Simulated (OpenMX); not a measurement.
## NbP under changes of volume

One of the cells (16.103 Å³/atom); the others are scaled copies at fixed shape and fractional positions:

```
CELL_PARAMETERS angstrom
-1.67492 1.67492 5.74011
1.67492 -1.67492 5.74011
1.67492 1.67492 -5.74011
ATOMIC_POSITIONS crystal
Nb 0.24988 0.74988 0.50000
Nb 0.49988 0.49988 0.00000
P 0.83275 0.33275 0.50000
P 0.08275 0.08275 0.00000
```

The cell is a database's computed one.

```yaml
Program: OpenMX 3.8.5
Functional: PBE
Potentials_or_basis: OpenMX 2013 PBE set, Nb7.0-s3p2d1, P7.0-s2p2d1, fixed grid of 40 × 40 × 28 points
k_mesh: 11 × 11 × 11
Occupations: fermi-dirac, width 0.05 eV
Spin: no spin polarisation
```

| volume (Å³/atom) | energy over the lowest point (meV/atom) | largest force (eV/Å) |
| --- | --- | --- |
| 15.137 | ? | ? |
| 15.459 | 24.33 | 0.107 |
| 15.781 | 7.87 | 0.101 |
| 16.103 | 0.03 | 0.094 |
| 16.425 | 0.00 | 0.089 |
| 16.747 | 7.00 | 0.084 |
| 17.069 | 20.34 | 0.080 |

Question: What does the run at 15.137 Å³/atom give?

Answer: Energy over the lowest point 50.49 meV/atom; largest force 0.115 eV/Å.

Worked out: A Birch-Murnaghan fit of order 3 (a polynomial in V^(-2/3)) to the other rows has its minimum at 16.26 Å³/atom with B0 = V·E''(V) = 186 GPa and B' = 4.2 at fixed shape and positions, which overstates the stiffness. It gives 50.38 meV/atom at 15.137 Å³/atom, against the run's 50.49.

Energies are extrapolated to zero smearing.

Caveats: the basis of atomic orbitals isn't converged, which shifts pressures, moduli and gaps.
